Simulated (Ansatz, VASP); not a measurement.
# One calculation of Cr, two programs

```
CELL_PARAMETERS angstrom
1.14098 -2.40962 0.00000
1.14098 2.40962 0.00000
0.00000 0.00000 4.18357
ATOMIC_POSITIONS crystal
Cr 0.13927 0.86073 0.75000
Cr 0.86073 0.13927 0.25000
```

This isn't the form of Cr at room conditions, which is bcc.

Alike in both runs: functional PBE; dispersion D3(BJ); k mesh 20 × 20 × 10; occupations gaussian, width 0.1 eV; no spin polarisation.

Ansatz relaxed the structure, and its values are those at the end. VASP's run is a single point on that final structure, the one shown.

```csv
,VASP,Ansatz
version,VASP 6.6.1,Ansatz 0.2.0
potentials or method,"VASP PAW PBE potentials, release 64 (Cr_pv)","scalar-relativistic, plane waves, PAW"
plane-wave cutoff (eV),520,420
valence electrons in the cell,24,28
```

Ansatz gave:

| Item | Value |
| --- | --- |
| gap on the k mesh at the Fermi level (eV) | none |
| pressure (GPa) | 0.0 |

Q: Which values does VASP return?

A: gap on the k mesh at the Fermi level (eV): none; pressure (GPa): -0.4.

A gap of «none» marks a metal or a gap that the smearing closes. The two sets of potentials don't hold the same shells in valence.

Caveats: the run has no spin polarisation, though such a crystal can be magnetic; pairwise dispersion overbinds metals, which lowers pressure and volume. Spin polarisation is off, so any magnetic state and its effect on volume and gap are missing.
